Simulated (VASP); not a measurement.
CsI (CsCl type) relaxed at rising pressure, in one space group throughout; other phases were not tried. The pressures are those reached. Method: PBE GGA, VASP's PBE PAW potentials (set 64) (plane waves; VASP).

| P (GPa) | V (Å³/atom) | k-mesh |
|---|---|---|
| 0.01 | 50.884 | 6×6×6 |
| 4.96 | 39.297 | 6×6×6 |
| 9.99 | 34.742 | 7×7×7 |
| 19.91 | 30.014 | 7×7×7 |
| 29.90 | 27.253 | 7×7×7 |

A change of mesh leaves a small step in the series.

Problem. Fit an equation of state and predict the volume at 44.99 GPa.

Solution. Least squares on the third-order Birch-Murnaghan form, P = (3B0/2)(y⁷ − y⁵)[1 + (3/4)(B′ − 4)(y² − 1)] with y = (V0/V)^(1/3), gives V0 = 50.846 Å³/atom, B0 = 10 GPa and B′ = 4.8, and so 24.605 Å³/atom. The run gave 24.550 Å³/atom, -0.2 % from the fit.

Pressures at which the relaxation failed are left out.

The compound is CsI in the CsCl type structure.
